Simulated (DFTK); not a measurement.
## KTaO3 under changes of volume

One of the cells (12.688 Å³/atom); the others are scaled copies at fixed shape and fractional positions:

```
CELL_PARAMETERS angstrom
3.98830 0.00000 0.00000
0.00000 3.98830 0.00000
0.00000 0.00000 3.98830
ATOMIC_POSITIONS crystal
Ta 0.00000 0.00000 0.00000
K 0.50000 0.50000 0.50000
O 0.00000 0.00000 0.50000
O 0.00000 0.50000 0.00000
O 0.50000 0.00000 0.00000
```

```yaml
Program: DFTK 0.8.2
Functional: PBEsol
Potentials_or_basis: dojo.nc.sr.pbesol.v0_4_1.standard.upf (PBEsol)
Cutoff: 1143 eV
k_mesh: 7 × 7 × 7
Occupations: fermi-dirac, width 0.05 eV
Spin: no spin polarisation
```

```tsv
volume (Å³/atom)	energy over the lowest point (meV/atom)	pressure (GPa)	gap on the mesh (eV)
11.927	23.33	12.2	2.34
12.180	8.09	7.1	2.30
12.434	?	?	?
12.688	0.00	-1.7	2.21
12.942	5.62	-5.4	2.16
13.196	16.78	-8.7	2.12
13.449	32.93	-11.7	2.07
```

Question: What does the run at 12.434 Å³/atom give?

Answer: Energy over the lowest point 0.58 meV/atom; pressure 2.4 GPa; gap on the mesh 2.25 eV.

Worked out: A Birch-Murnaghan fit of order 3 (a polynomial in V^(-2/3)) to the other rows has its minimum at 12.58 Å³/atom with B0 = V·E''(V) = 203 GPa and B' = 4.5. It gives 0.57 meV/atom at 12.434 Å³/atom, against the run's 0.58, and -dE/dV = 2.5 GPa, against 2.4. A straight line through the other rows of the gap, of slope -2.25 eV per unit of ln V, gives 2.25 eV, against the run's 2.25.

Energies are extrapolated to zero smearing.

Caveats: spin-orbit coupling is left out, which moves the levels of the heavy elements; an odd mesh through Γ misses points on the zone boundary, where band edges often lie.
